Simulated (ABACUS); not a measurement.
## LiH under changes of volume

One of the cells (8.449 Å³/atom); the others are scaled copies at fixed shape and fractional positions:

```
CELL_PARAMETERS angstrom
0.00000 2.03675 2.03675
2.03675 0.00000 2.03675
2.03675 2.03675 0.00000
ATOMIC_POSITIONS crystal
Li 0.00000 0.00000 0.00000
H 0.50000 0.50000 0.50000
```

```yaml
Program: ABACUS 3.10.1
Functional: PBEsol
Potentials_or_basis: PseudoDojo NC SR 0.4.1 PBEsol standard
Cutoff: 1007 eV
Density_cutoff: 4027 eV
Basis: plane waves
k_mesh: 11 × 11 × 11
Occupations: fermi-dirac, width 0.05 eV
Spin: no spin polarisation
```

| volume (Å³/atom) | energy over the lowest point (meV/atom) | pressure (GPa) | gap on the mesh (eV) |
| --- | --- | --- | --- |
| 7.942 | 0.00 | -0.3 | 2.94 |
| 8.111 | 0.69 | -1.1 | 2.96 |
| 8.280 | 2.12 | -1.7 | 2.97 |
| 8.449 | 4.23 | -2.3 | 2.98 |
| 8.618 | 6.96 | -2.9 | 2.99 |
| 8.787 | 10.24 | -3.4 | 3.00 |
| 8.956 | ? | ? | ? |

Problem. What does the run at 8.956 Å³/atom give?

Solution. Energy over the lowest point 14.04 meV/atom; pressure -3.9 GPa; gap on the mesh 3.01 eV.

Worked out: A Birch-Murnaghan fit of order 3 (a polynomial in V^(-2/3)) to the other rows has its minimum at 7.88 Å³/atom, just outside them, with B0 = V·E''(V) = 38 GPa and B' = 3.5. It gives 14.03 meV/atom at 8.956 Å³/atom, against the run's 14.04, and -dE/dV = -3.8 GPa, against -3.9. A straight line through the other rows of the gap, of slope 0.566 eV per unit of ln V (its deformation potential), extrapolates to 3.01 eV, against the run's 3.01.

Energies are extrapolated to zero smearing.

Caveats: an odd mesh through Γ misses points on the zone boundary, where band edges often lie.
